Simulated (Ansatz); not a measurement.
Two G0W0 runs on InSe (GaSe type monolayer).

The cell holds 4 atoms: 2 In and 2 Se. Cell: a = 3.952 Å, b = 3.952 Å, c = 33.900 Å, α = 90.0°, β = 90.0°, γ = 120.0°. Vacuum lies along c.

```
In Se
1.0
     3.95229    0.00000    0.00000
    -1.97614    3.42278    0.00000
     0.00000    0.00000   33.90000
In Se
2 2
Direct
  0.33333 0.66667 0.54061
  0.33333 0.66667 0.45939
  0.66667 0.33333 0.57893
  0.66667 0.33333 0.42107
```

The structure was relaxed with PBEsol-D3(BJ). The runs that relaxed it are not among those shown. PAW set soft_2, made with PBE.

The first (Ansatz 0.2.0; start PBEsol, 6×6×1 mesh, 609 empty bands, screening to 70 eV; 1 × NVIDIA H100 80GB HBM3 (shared by 6 runs) with 3 threads of AMD EPYC 7R13 (Zen 3), shared host) gave, on its mesh: starting gap 1.83 eV, G0W0 gap 3.10 eV, mean of 1 + 4πα/V (set by the cell height) 2.27, 97 s.

**Question.** The second changes empty bands from 609 to 243 and screening cutoff (eV) from 70.0 to 38. What does it give?

It gave: starting gap 1.83 eV, G0W0 gap 3.09 eV, mean of 1 + 4πα/V (set by the cell height) 2.30, 23 s. The G0W0 gap moves by −0.02 eV, +0.00 eV from the start and −0.02 eV from the correction. Σc changes by +0.27 eV at the valence top and +0.25 eV at the conduction bottom, and Σx − Vxc between them by +0.00 eV.

Limits: not at the basis limit; coarse mesh for a sheet; no spin-orbit coupling.

[Paths, hosts, dates, memory and timing lines, banners, echoed tables and standing remarks are left out of the program output.]

[Logs are printed without paths, hosts, clocks, repeated set-up lines and the standing remarks that a program may print on its own settings, such as how far it seeks lower states.]

[Runs of the session that timed out or met a known fault of the program may be left out.]

[Cells called generated may have been cut or substituted from an entry of the Crystallography Open Database or the Materials Project.]

[Hosts, paths, dates, database ids (printed as entryN), source tags and the programs' standing remarks are cut or masked in the printed files.]
